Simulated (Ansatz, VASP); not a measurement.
One calculation of H, two programs

```
H
1.0
     2.60433    0.00000    0.00000
     0.00000    2.60433    0.00000
     0.00000    0.00000    0.93431
H
1
Direct
  0.00000 0.00000 0.50000
```

Alike in both runs: task single point; functional PBE; k mesh 14 × 14 × 34; occupations gaussian, width 0.05 eV; no spin polarisation.

|  | VASP | Ansatz |
| --- | --- | --- |
| version | VASP 6.6.1 | Ansatz 0.2.0 |
| potentials or method | VASP PAW PBE potentials, release 64 (H) | scalar-relativistic, plane waves, PAW |
| plane-wave cutoff (eV) | 520 | 420 |
| valence electrons in the cell | 1 | 1 |

|  | VASP | Ansatz | Ansatz less VASP |
| --- | --- | --- | --- |
| gap on the k mesh at the Fermi level (eV) | none | none | - |
| pressure (GPa) | 7.8 | 8.2 | +0.32 |
| largest component of the traceless stress (GPa) | 11.02 | 11.00 | -0.024 |

A gap of «none» marks a metal or a gap that the smearing closes. With one functional, cell and mesh, what is left measures potentials, basis and numerics.
